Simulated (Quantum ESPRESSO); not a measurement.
PbO2:

```
CELL_PARAMETERS angstrom
0.00000 2.70199 2.70199
2.70199 0.00000 2.70199
2.70199 2.70199 0.00000
ATOMIC_POSITIONS crystal
Pb 0.00000 0.00000 0.00000
O 0.75000 0.75000 0.75000
O 0.25000 0.25000 0.25000
```

The cell comes from a database or a generator and needn't be the stable form of this composition.

Base run:

```yaml
Program: Quantum ESPRESSO 7.5
Functional: PBEsol
Potentials_or_basis: PseudoDojo 0.4 SR PBEsol stringent
Cutoff: 1252 eV
Density_cutoff: 5007 eV
k_mesh: 9 × 9 × 9
Occupations: fermi-dirac, width 0.05 eV
Spin: no spin polarisation
```

Its results: band gap on the k mesh none (metal or under the smearing width); pressure -6.3 GPa.

**Question.** The run is repeated on the same cell with these changes: potentials or basis from PseudoDojo 0.4 SR PBEsol stringent to PseudoDojo 0.4.1 SR PBEsol standard; cutoff from 1252 eV to 1143 eV; density cutoff from 5007 eV to 4572 eV; valence electrons from 34 to 26. What comes out?

**Answer.** Band gap on the k mesh none (metal or under the smearing width); pressure -4.8 GPa.

Caveats: spin-orbit coupling is left out, which moves the levels of the heavy elements.
